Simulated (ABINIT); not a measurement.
# RbBr (Fm-3m): G0W0 with ABINIT, start to end, part 2 of 3

Aim: the G0W0 gap of RbBr (Fm-3m) on PBE, step by step.

ABINIT 10.8.3; PBE and many-body steps on it, plane waves. Known limits of the many-body steps: not at the basis limit; no spin-orbit coupling.

So far. Step 2 (Ground state): The gap is direct, at Γ.

The database entry behind the starting cell differs from later determinations by our own check (about 0.5 % short), so it need not match the best structure at ambient conditions.

### Step 3. Bands along the symmetry lines

Level of this step: DFT, PBE, plane waves, norm-conserving pseudopotentials (ABINIT).

Levels along a band path, at the cheap level, show where the edges lie and whether the meshes to come will hold them.

The input, run.abi:

```
acell 3*1.0 Angstrom
rprim 
  0.000000000000 3.427000000000 3.427000000000
  3.427000000000 0.000000000000 3.427000000000
  3.427000000000 3.427000000000 -0.000000000000
ntypat 2
znucl 37 35
natom 2
typat 1 2
xred 
  0.000000000000 0.000000000000 0.000000000000
  0.500000000000 0.500000000000 0.500000000000
pp_dirpath "pseudos"
pseudos "Rb.upf, Br.upf"
ecut 19
iscf -2
irdden 1
kptopt 0
nkpt 50
kpt 
  0.00000000 0.00000000 0.00000000
  0.06250000 0.00000000 0.06250000
  0.12500000 0.00000000 0.12500000
  0.18750000 0.00000000 0.18750000
  0.25000000 0.00000000 0.25000000
  0.31250000 0.00000000 0.31250000
  0.37500000 0.00000000 0.37500000
  0.43750000 0.00000000 0.43750000
  0.50000000 0.00000000 0.50000000
  0.51562500 0.03125000 0.51562500
  0.53125000 0.06250000 0.53125000
  0.54687500 0.09375000 0.54687500
  0.56250000 0.12500000 0.56250000
  0.57812500 0.15625000 0.57812500
  0.59375000 0.18750000 0.59375000
  0.60937500 0.21875000 0.60937500
  0.62500000 0.25000000 0.62500000
  0.37500000 0.37500000 0.75000000
  0.32812500 0.32812500 0.65625000
  0.28125000 0.28125000 0.56250000
  0.23437500 0.23437500 0.46875000
  0.18750000 0.18750000 0.37500000
  0.14062500 0.14062500 0.28125000
  0.09375000 0.09375000 0.18750000
  0.04687500 0.04687500 0.09375000
  0.00000000 0.00000000 0.00000000
  0.06250000 0.06250000 0.06250000
  0.12500000 0.12500000 0.12500000
  0.18750000 0.18750000 0.18750000
  0.25000000 0.25000000 0.25000000
  0.31250000 0.31250000 0.31250000
  0.37500000 0.37500000 0.37500000
  0.43750000 0.43750000 0.43750000
  0.50000000 0.50000000 0.50000000
  0.50000000 0.46875000 0.53125000
  0.50000000 0.43750000 0.56250000
  0.50000000 0.40625000 0.59375000
  0.50000000 0.37500000 0.62500000
  0.50000000 0.34375000 0.65625000
  0.50000000 0.31250000 0.68750000
  0.50000000 0.28125000 0.71875000
  0.50000000 0.25000000 0.75000000
  0.50000000 0.21875000 0.71875000
  0.50000000 0.18750000 0.68750000
  0.50000000 0.15625000 0.65625000
  0.50000000 0.12500000 0.62500000
  0.50000000 0.09375000 0.59375000
  0.50000000 0.06250000 0.56250000
  0.50000000 0.03125000 0.53125000
  0.50000000 0.00000000 0.50000000
istwfk *1
nband 15
nbdbuf 2
tolwfr 1e-08
nstep 40
prtwf 0
prtvol 0
indata_prefix "in"
outdata_prefix "out"
tmpdata_prefix "tmp"
```

Started as:

```console
OMP_NUM_THREADS=1 mpirun -n 4 abinit run.abi > log
```

Numbers of over 12 decimals in the logs are rounded to 6 here.

What it wrote:

```text
.Version 10.8.3 of ABINIT. v10.8.2 released Aug 2026.

 Symmetries : space group Fm -3 m (#225); Bravais cF (face-center cubic)
[... echo of the input left out ...]
== DATASET  1 ==================================================================
-   mpi_nproc: 4, omp_nthreads: 1 (-1 if OMP is not activated)

--- !DatasetInfo
iteration_state: {dtset: 1, }
dimensions: {natom: 2, nkpt: 50, mband: 15, nsppol: 1, nspinor: 1, nspden: 1, mpw: 2180, }
cutoff_energies: {ecut:  19.0, pawecutdg:  -1.0, }
electrons: {nelect:   1.60000000E+01, charge:   0.00000000E+00, occopt:   1.00000000E+00, tsmear:   1.00000000E-02, }

 Real(R)+Recip(G) space primitive vectors, cartesian coordinates (Bohr,Bohr^-1):
 R(1)=  0.0000000  6.4760914  6.4760914  G(1)= -0.0772071  0.0772071  0.0772071
 R(2)=  6.4760914  0.0000000  6.4760914  G(2)=  0.0772071 -0.0772071  0.0772071
 R(3)=  6.4760914  6.4760914  0.0000000  G(3)=  0.0772071  0.0772071 -0.0772071
 Unit cell volume ucvol=  5.4321144E+02 bohr^3
 Angles (23,13,12)=  6.00000000E+01  6.00000000E+01  6.00000000E+01 degrees

 getcut: wavevector=  0.0000  0.0000  0.0000  ngfft=  36  36  36
         ecut(hartree)=     19.000   => boxcut(ratio)=   2.00324

--- Pseudopotential description ------------------------------------------------
- Rb Generated using ONCVPSP code by D. R. Hamann
- 37.00000   9.00000  171031                  znucl, zion, pspdat
12 -101130 2 -1 2308                          pspcod,pspxc,lmax,lloc,mmax
     nproj     2     2     2
  pspatm : epsatm=   34.45470878
         --- l  ekb(1:nproj) -->
             0    8.246201   -0.469081
             1    3.243116   -0.369397
             2   -1.026759    0.985281
 pspatm: atomic psp has been read  and splines computed

- Br Generated using ONCVPSP code by D. R. Hamann
- 35.00000   7.00000  171031                  znucl, zion, pspdat
12 -101130 2 -1 1098                          pspcod,pspxc,lmax,lloc,mmax
     nproj     2     2     2
  pspatm : epsatm=   11.64859065
         --- l  ekb(1:nproj) -->
[...]
pspatm: atomic psp has been read  and splines computed

--------------------------------------------------------------------------------

================================================================================
 prteigrs : about to open file out_EIG
 Non-SCF case, kpt    1 (  0.00000  0.00000  0.00000), residuals and eigenvalues=
  1.84E-09  3.21E-09  1.82E-09  5.89E-09  4.90E-09  1.92E-09  1.94E-09  3.79E-09
  8.28E-09  7.50E-09  9.35E-10  2.63E-09  1.12E-09  5.88E-09  1.02E-08
 -9.3590E-01 -4.8605E-01 -3.5047E-01 -3.5047E-01 -3.5047E-01 -3.8280E-02
 -3.8280E-02 -3.8280E-02  1.2208E-01  2.2944E-01  2.2944E-01  2.2944E-01
[...]
Non-SCF case, kpt    2 (  0.06250  0.00000  0.06250), residuals and eigenvalues=
  1.74E-09  1.78E-09  1.71E-09  5.78E-09  1.33E-09  5.87E-09  1.38E-09  5.68E-09
[...]
4.97E-09  6.57E-09  3.75E-09  3.05E-09  5.90E-09  9.64E-09  1.44E-09  6.43E-09
  4.56E-09  1.43E-09  1.55E-09  6.12E-09  9.22E-09  9.10E-09  9.82E-06
[...]
Non-SCF case, kpt   49 (  0.50000  0.03125  0.53125), residuals and eigenvalues=
[...]
Non-SCF case, kpt   50 (  0.50000  0.00000  0.50000), residuals and eigenvalues=
[...]
-9.3547E-01 -4.8409E-01 -3.5718E-01 -3.5312E-01 -3.5312E-01 -5.5652E-02
 -4.4118E-02 -4.4118E-02  1.6807E-01  2.2384E-01  2.9994E-01  3.0018E-01
[...]
--- !ResultsGS
iteration_state: {dtset: 1, }
comment   : Summary of ground state results
lattice_vectors:
- [  0.0000000,   6.4760914,   6.4760914, ]
- [  6.4760914,   0.0000000,   6.4760914, ]
- [  6.4760914,   6.4760914,  -0.0000000, ]
lattice_lengths: [   9.15858,    9.15858,    9.15858, ]
lattice_angles: [ 60.000,  60.000,  60.000, ] # degrees, (23, 13, 12)
lattice_volume:   5.4321144E+02
convergence: {deltae:  0.000E+00, res2:  0.000E+00, residm:  9.895E-09, diffor:  0.000E+00, }
etotal    :  -4.29380900E+01
entropy   :   0.00000000E+00
fermie    :  -3.82805169E-02
cartesian_stress_tensor: null
pressure_GPa: null
xred      :
- [  0.0000E+00,   0.0000E+00,   0.0000E+00, Rb]
- [  5.0000E-01,   5.0000E-01,   5.0000E-01, Br]
cartesian_forces: null
force_length_stats: {min: null, max: null, mean: null, }

 Integrated electronic density in atomic spheres:
 ------------------------------------------------
 Atom  Sphere_radius  Integrated_density
[...]
================================================================================

 ----iterations are completed or convergence reached----

 Mean square residual over all n,k,spin=   46.489E-10; max=  98.950E-10
 reduced coordinates (array xred) for    2 atoms
       0.000000000000      0.000000000000      0.000000000000
       0.500000000000      0.500000000000      0.500000000000

 cartesian coordinates (angstrom) at end:
    1      0.000000     0.000000     0.000000
    2      3.427000     3.427000     3.427000
 length scales=  1.889726125908  1.889726125908  1.889726125908 bohr
              =  1.000000000000  1.000000000000  1.000000000000 angstroms
 prteigrs : about to open file out_EIG
 Eigenvalues (hartree) for nkpt=  50  k points:
 kpt#   1, nband= 15, wtk=  1.00000, kpt=  0.0000  0.0000  0.0000 (reduced coord)
[...]
kpt#   2, nband= 15, wtk=  1.00000, kpt=  0.0625  0.0000  0.0625 (reduced coord)
[...]
kpt#   3, nband= 15, wtk=  1.00000, kpt=  0.1250  0.0000  0.1250 (reduced coord)
[...]
kpt#  49, nband= 15, wtk=  1.00000, kpt=  0.5000  0.0313  0.5313 (reduced coord)
  -0.93547   -0.48413   -0.35714   -0.35316   -0.35299   -0.05558   -0.04460   -0.04428
   0.16902    0.22510    0.29774    0.30111    0.30793    0.35988    0.36087
 kpt#  50, nband= 15, wtk=  1.00000, kpt=  0.5000  0.0000  0.5000 (reduced coord)
  -0.93547   -0.48409   -0.35718   -0.35312   -0.35312   -0.05565   -0.04412   -0.04412
   0.16807    0.22384    0.29994    0.30018    0.30871    0.35982    0.35982

== END DATASET(S) ==============================================================
================================================================================

 -outvars: echo values of variables after computation  --------
            nband          15
             nkpt          50
          spgroup         225
 [... the other variables as echoed above ...]

 Calculation completed.
```

Elapsed: 7.3 s, on 4 MPI ranks of Arm Neoverse V2, shared host; peak memory 0.27 GiB; 29 s of CPU time.

This step gave:

| Property | Result |
| --- | --- |
| gap | 4.364 eV |
| k of the valence top | 0, 0, 0 |
| k of the conduction bottom | 0, 0, 0 |
| least direct gap | 4.364 eV |

The gap is 4.364 eV, as in the run before at this level.

Electronic bands along the path, in eV, zero at the top of the highest filled band; v1 is the highest filled band, c1 the lowest empty one:

| point | v4 | v3 | v2 | v1 | c1 | c2 | c3 | c4 |
| --- | --- | --- | --- | --- | --- | --- | --- | --- |
| Γ | -8.50 | 0.00 | 0.00 | 0.00 | 4.36 | 7.29 | 7.29 | 7.29 |
| halfway | -8.49 | -0.60 | -0.10 | -0.10 | 5.72 | 6.25 | 8.62 | 8.76 |
| X | -8.57 | -0.47 | -0.16 | -0.16 | 5.62 | 7.13 | 9.20 | 9.21 |
| halfway | -8.56 | -0.46 | -0.26 | -0.19 | 5.82 | 7.40 | 8.82 | 9.28 |
| U | -8.53 | -0.49 | -0.41 | -0.26 | 6.35 | 8.13 | 8.16 | 8.86 |
| jump to K | -8.53 | -0.49 | -0.41 | -0.26 | 6.35 | 8.13 | 8.16 | 8.86 |
| halfway | -8.46 | -0.67 | -0.28 | -0.15 | 6.03 | 6.98 | 8.06 | 8.80 |
| Γ | -8.50 | 0.00 | 0.00 | 0.00 | 4.36 | 7.29 | 7.29 | 7.29 |
| halfway | -8.47 | -0.56 | -0.18 | -0.18 | 5.63 | 7.15 | 8.01 | 8.01 |
| L | -8.45 | -0.99 | -0.35 | -0.35 | 6.82 | 7.72 | 9.49 | 9.49 |
| halfway | -8.48 | -0.76 | -0.35 | -0.33 | 6.98 | 7.42 | 8.88 | 9.00 |
| W | -8.48 | -0.49 | -0.35 | -0.35 | 7.09 | 7.09 | 8.27 | 8.62 |
| halfway | -8.52 | -0.44 | -0.33 | -0.22 | 6.02 | 7.60 | 8.43 | 9.14 |
| X | -8.57 | -0.47 | -0.16 | -0.16 | 5.62 | 7.13 | 9.20 | 9.21 |

The electronic bands as a text plot (rows in eV, shown from -8.0 to 8.2 only):

```
    7.8 |+ +++          ++++    +++++ ++   ++   ++++++      ++
    7.2 |++++      +++++    ++++++++++++++++++++  ++++++++++  +++
    6.5 |    ++++++      +++  ++               +++         ++
    5.8 |     +++++++++++       +           +++              ++++
    5.1 |  +++                   ++++      +
    4.5 |++                          ++++++
    3.8 |
    3.1 |
    2.4 |
    1.8 |
    1.1 |
    0.4 |
   -0.2 |********************************************************
   -0.9 |     ****         ******            ***********
   -1.6 |
   -2.3 |
   -2.9 |
   -3.6 |
   -4.3 |
   -5.0 |
   -5.6 |
   -6.3 |
   -7.0 |
   -7.7 |
         Γ           X  U|K            Γ         L        W     X
```

### Step 4. Empty states on the mesh, 4×4×4 mesh, 45 bands

The sums over transitions need many empty states on a uniform mesh; this step solves for them.

The input, run.abi:

```
acell 3*1.0 Angstrom
rprim 
  0.000000000000 3.427000000000 3.427000000000
  3.427000000000 0.000000000000 3.427000000000
  3.427000000000 3.427000000000 -0.000000000000
ntypat 2
znucl 37 35
natom 2
typat 1 2
xred 
  0.000000000000 0.000000000000 0.000000000000
  0.500000000000 0.500000000000 0.500000000000
pp_dirpath "pseudos"
pseudos "Rb.upf, Br.upf"
ecut 19
ngkpt 4 4 4
nshiftk 1
shiftk 0 0 0
kptopt 1
chksymbreak 0
iscf -2
irdden 1
istwfk *1
nband 45
nbdbuf 4
tolwfr 1e-09
nstep 60
prtvol 0
indata_prefix "in"
outdata_prefix "out"
tmpdata_prefix "tmp"
```

What it wrote:

```text
.Version 10.8.3 of ABINIT. v10.8.2 released Aug 2026.

 Symmetries : space group Fm -3 m (#225); Bravais cF (face-center cubic)
[... echo of the input left out ...]
== DATASET  1 ==================================================================
-   mpi_nproc: 4, omp_nthreads: 1 (-1 if OMP is not activated)

--- !DatasetInfo
iteration_state: {dtset: 1, }
dimensions: {natom: 2, nkpt: 8, mband: 45, nsppol: 1, nspinor: 1, nspden: 1, mpw: 2180, }
cutoff_energies: {ecut:  19.0, pawecutdg:  -1.0, }
electrons: {nelect:   1.60000000E+01, charge:   0.00000000E+00, occopt:   1.00000000E+00, tsmear:   1.00000000E-02, }

 Real(R)+Recip(G) space primitive vectors, cartesian coordinates (Bohr,Bohr^-1):
 R(1)=  0.0000000  6.4760914  6.4760914  G(1)= -0.0772071  0.0772071  0.0772071
 R(2)=  6.4760914  0.0000000  6.4760914  G(2)=  0.0772071 -0.0772071  0.0772071
 R(3)=  6.4760914  6.4760914  0.0000000  G(3)=  0.0772071  0.0772071 -0.0772071
 Unit cell volume ucvol=  5.4321144E+02 bohr^3
 Angles (23,13,12)=  6.00000000E+01  6.00000000E+01  6.00000000E+01 degrees

 getcut: wavevector=  0.0000  0.0000  0.0000  ngfft=  36  36  36
         ecut(hartree)=     19.000   => boxcut(ratio)=   2.00324

--- Pseudopotential description ------------------------------------------------
- Rb Generated using ONCVPSP code by D. R. Hamann
- 37.00000   9.00000  171031                  znucl, zion, pspdat
12 -101130 2 -1 2308                          pspcod,pspxc,lmax,lloc,mmax
     nproj     2     2     2
  pspatm : epsatm=   34.45470878
         --- l  ekb(1:nproj) -->
             0    8.246201   -0.469081
             1    3.243116   -0.369397
             2   -1.026759    0.985281
 pspatm: atomic psp has been read  and splines computed

- Br Generated using ONCVPSP code by D. R. Hamann
- 35.00000   7.00000  171031                  znucl, zion, pspdat
12 -101130 2 -1 1098                          pspcod,pspxc,lmax,lloc,mmax
     nproj     2     2     2
  pspatm : epsatm=   11.64859065
         --- l  ekb(1:nproj) -->
[...]
pspatm: atomic psp has been read  and splines computed

--------------------------------------------------------------------------------

================================================================================
 prteigrs : about to open file out_EIG
 Non-SCF case, kpt    1 (  0.00000  0.00000  0.00000), residuals and eigenvalues=
  1.78E-10  5.49E-10  2.10E-10  4.32E-10  4.61E-10  1.56E-10  3.51E-10  3.13E-10
  5.66E-10  1.24E-10  1.78E-10  3.24E-10  1.97E-10  2.55E-10  5.40E-10  3.86E-10
  3.19E-10  7.84E-10  2.71E-10  5.67E-10  8.20E-10  4.62E-10  6.30E-10  2.67E-10
[...]
8.08E-10  4.18E-09  2.22E-06  4.12E-06  2.54E-06
 -9.3590E-01 -4.8605E-01 -3.5047E-01 -3.5047E-01 -3.5047E-01 -3.8280E-02
 -3.8280E-02 -3.8280E-02  1.2208E-01  2.2944E-01  2.2944E-01  2.2944E-01
  2.6211E-01  2.6211E-01  3.6530E-01  5.4374E-01  5.4374E-01  5.4374E-01
  5.5496E-01  5.5496E-01  5.5496E-01  6.5411E-01  6.5411E-01  6.6358E-01
  6.6358E-01  6.6358E-01  7.0845E-01  8.0132E-01  8.0132E-01  8.0132E-01
  8.1304E-01  8.1304E-01  8.9193E-01  8.9193E-01  8.9193E-01  9.1750E-01
  1.0795E+00  1.0795E+00  1.0795E+00  1.1138E+00  1.1138E+00  1.1138E+00
[...]
prteigrs : prtvol=0 or 1, do not print more k-points.

--- !ResultsGS
iteration_state: {dtset: 1, }
comment   : Summary of ground state results
lattice_vectors:
- [  0.0000000,   6.4760914,   6.4760914, ]
- [  6.4760914,   0.0000000,   6.4760914, ]
- [  6.4760914,   6.4760914,  -0.0000000, ]
lattice_lengths: [   9.15858,    9.15858,    9.15858, ]
lattice_angles: [ 60.000,  60.000,  60.000, ] # degrees, (23, 13, 12)
lattice_volume:   5.4321144E+02
convergence: {deltae:  0.000E+00, res2:  0.000E+00, residm:  9.984E-10, diffor:  0.000E+00, }
etotal    :  -4.29380900E+01
entropy   :   0.00000000E+00
fermie    :  -3.82805169E-02
cartesian_stress_tensor: null
pressure_GPa: null
xred      :
- [  0.0000E+00,   0.0000E+00,   0.0000E+00, Rb]
- [  5.0000E-01,   5.0000E-01,   5.0000E-01, Br]
cartesian_forces: null
force_length_stats: {min: null, max: null, mean: null, }

 Integrated electronic density in atomic spheres:
 ------------------------------------------------
 Atom  Sphere_radius  Integrated_density
[...]
================================================================================

 ----iterations are completed or convergence reached----

 Mean square residual over all n,k,spin=   45.812E-11; max=  99.838E-11
 reduced coordinates (array xred) for    2 atoms
       0.000000000000      0.000000000000      0.000000000000
       0.500000000000      0.500000000000      0.500000000000

 cartesian coordinates (angstrom) at end:
    1      0.000000     0.000000     0.000000
    2      3.427000     3.427000     3.427000
 length scales=  1.889726125908  1.889726125908  1.889726125908 bohr
              =  1.000000000000  1.000000000000  1.000000000000 angstroms
 prteigrs : about to open file out_EIG
 Eigenvalues (hartree) for nkpt=   8  k points:
 kpt#   1, nband= 45, wtk=  0.01563, kpt=  0.0000  0.0000  0.0000 (reduced coord)
[...]
0.66358    0.66358    0.70845    0.80132    0.80132    0.80132    0.81304    0.81304
   0.89193    0.89193    0.89193    0.91750    1.07947    1.07947    1.07947    1.11385
   1.11385    1.11385    1.14862    1.18880    1.18921
 prteigrs : prtvol=0 or 1, do not print more k-points.

== END DATASET(S) ==============================================================
================================================================================

 -outvars: echo values of variables after computation  --------
            nband          45
             nkpt           8
          spgroup         225
 [... the other variables as echoed above ...]

 Calculation completed.
```

It took 5.7 s on 4 MPI ranks; peak memory 0.26 GiB; 22 s of CPU time.

Numbers from this step:

```
gap                                                           : 4.364 eV
k of the valence top                                          : 0, 0, 0
k of the conduction bottom                                    : 0, 0, 0
least direct gap                                              : 4.364 eV
k points computed                                             : 8
lowest point of the top converged band, above the valence top : 29.81 eV
```

On this mesh the gap is 4.364 eV.

### Step 5. Screening, 4×4×4 mesh, 41 bands, screening to 87.1 eV

The RPA dielectric matrix is built and inverted for each q.

This step: RPA screening on PBE, plane waves, norm-conserving pseudopotentials.

run.abi: that of step 4 with these lines changed.

```diff
@@ -20,10 +20,11 @@
 chksymbreak 0
-iscf -2
-irdden 1
 istwfk *1
-nband 45
-nbdbuf 4
-tolwfr 1e-09
-nstep 60
-prtvol 0
+occopt 1
+irdwfk 1
+optdriver 3
+nband 41
+ecuteps 3.2
+inclvkb 2
+awtr 1
+symchi 1
 indata_prefix "in"
```

What it wrote:

```text
.Version 10.8.3 of ABINIT. v10.8.2 released Aug 2026.

 Symmetries : space group Fm -3 m (#225); Bravais cF (face-center cubic)
[... echo of the input left out ...]
== DATASET  1 ==================================================================
-   mpi_nproc: 4, omp_nthreads: 1 (-1 if OMP is not activated)

--- !DatasetInfo
iteration_state: {dtset: 1, }
dimensions: {natom: 2, nkpt: 8, mband: 41, nsppol: 1, nspinor: 1, nspden: 1, mpw: 2180, }
cutoff_energies: {ecut:  19.0, pawecutdg:  -1.0, }
electrons: {nelect:   1.60000000E+01, charge:   0.00000000E+00, occopt:   1.00000000E+00, tsmear:   1.00000000E-02, }

 SCREENING: Calculation of the susceptibility and dielectric matrices

 Based on a program developped by R.W. Godby, V. Olevano, G. Onida, and L. Reining.
 Incorporated in ABINIT by V. Olevano, G.-M. Rignanese, and M. Torrent.
.Using double precision arithmetic ; gwpc =  8

[... cell and pseudopotentials left out ...]
--------------------------------------------------------------------------------

 ==== K-mesh for the wavefunctions ====
 Number of points in the irreducible wedge :     8
[... list of points left out ...]
 Together with 48 symmetry operations and time-reversal symmetry
 yields    64 points in the full Brillouin Zone.

 ==== Q-mesh for the screening function ====
 Number of points in the irreducible wedge :     8
[... list of points left out ...]
 Together with 48 symmetry operations and time-reversal symmetry
 yields    64 points in the full Brillouin Zone.

 setmesh: FFT mesh size selected  =    25x   25x   25
          total number of points  =        15625

 vcoul_init : cutoff-mode = AUXILIARY_FUNCTION
 q-points for optical limit:   1
     1)      0.000010    0.000020    0.000030

- screening: taking advantage of time-reversal symmetry
- Maximum band index for partially occupied states nbvw = 8
- Remaining bands to be divided among processors   nbcw = 33
- Number of bands treated by each node ~8

 Number of electrons calculated from density =   16.0000; Expected =   16.0000
 average of density, n =  0.029454
 r_s =    2.0087
 omega_plasma =   16.5551 [eV]

 calculating chi0 at frequencies [eV] :
  1    0.000000E+00    0.000000E+00
  2    0.000000E+00    1.655507E+01

--------------------------------------------------------------------------------
  q-point number  1        q = ( 0.000000, 0.000000, 0.000000) [r.l.u.]
--------------------------------------------------------------------------------
[... chi0 elements left out ...]
 For q-point:  0.000010 0.000020 0.000030
  dielectric constant =   2.3624
  dielectric constant without local fields =   2.8371

  Average fulfillment of the sum rule on Im[epsilon] for q-point    1 :     56.94  [%]
[... wings left out ...]
  q-point number  2        q = ( 0.250000, 0.000000, 0.000000) [r.l.u.]
--------------------------------------------------------------------------------
[... chi0 elements left out ...]
  Average fulfillment of the sum rule on Im[epsilon] for q-point    2 :     80.39  [%]

 [... 6 further q-points ...]
```

Elapsed: 5.2 s, on 4 MPI ranks; peak memory 0.45 GiB; 20 s of CPU time.

Numbers from this step:

| Item | Value |
| --- | --- |
| ε∞ with local fields, on this mesh, along the program's q direction | 2.362 |
| the same without local fields | 2.837 |
| plasma frequency | 16.56 eV |
| plane waves in the screening matrix | 169 |

Local fields lower ε∞ by 17 %.

(Part 2 of 3 ends here.)

[Paths, hosts, dates, memory and timing lines, banners, echoed tables and standing remarks are left out of the program output.]

[Logs are printed without paths, hosts, clocks, repeated set-up lines and the standing remarks that a program may print on its own settings, such as how far it seeks lower states.]

[Runs of the session that timed out or met a known fault of the program may be left out.]

[Hosts, paths, dates, database ids (printed as entryN), source tags and the programs' standing remarks are cut or masked in the printed files.]

[G0W0 gaps are taken among the corrected bands and points alone; a level outside them can change the order at an edge.]

[Where Ansatz stands beside ABINIT at settings called matched, ABINIT's density can come from a denser mesh and the files from another edition; pairs whose starting gaps differed by over 0.03 eV were left out, so agreement reads better than it is.]
